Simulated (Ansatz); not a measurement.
Two-dimensional strain map in WS$_{2}$

Theory: DFT PBEsol, scalar-relativistic, plane waves, PAW (Ansatz). Cutoff 420 eV, Γ-centred 12×12×12 k-points, Gaussian smearing of 0.05 eV. Spin–orbit coupling is left out, which can shift energies with elements as heavy as these. No spin polarisation. Energies are free energies at this smearing, counted from the undisturbed cell; pressure is positive in compression.

Reference structure (as given, not relaxed at this level; it stands at -0.6 GPa; this form isn't the usual structure):

```
W S
1.0
     1.57900    0.91164    6.16333
    -1.57900    0.91164    6.16333
     0.00000   -1.82327    6.16333
W S
1 2
Direct
  0.00000 0.00000 0.00000
  0.75030 0.75030 0.75030
  0.58100 0.58100 0.58100
```

The cell holds layers and no dispersion correction was added, so their binding is poorly described.

The cell is strained by p along both x and y and by q along z, fractional coordinates fixed. Points are written (p, q).

p was sampled at -0.080, -0.040, 0.000, 0.040, 0.080 and q at -0.080, -0.040, 0.000, 0.040, 0.080.

Question: Where on the computed points is the energy highest, and how high?

Answer: At (-0.080, -0.080): 688.7 meV/atom.

Question: Away from (0, 0), which computed point is lowest?

Answer: (0.000, 0.040): 25.5 meV/atom.

The map, in meV/atom:

```
 p \ q  -0.080  -0.040  0.000  0.040  0.080
-0.080   688.7   454.9  309.8  240.3  234.8
-0.040   300.3   144.8   64.9   49.2   87.4
 0.000   123.5    29.3    0.0   25.5   96.9
 0.040   106.1    59.7   68.7  125.1  220.8
 0.080   207.8   197.9  235.5  314.2  426.9
```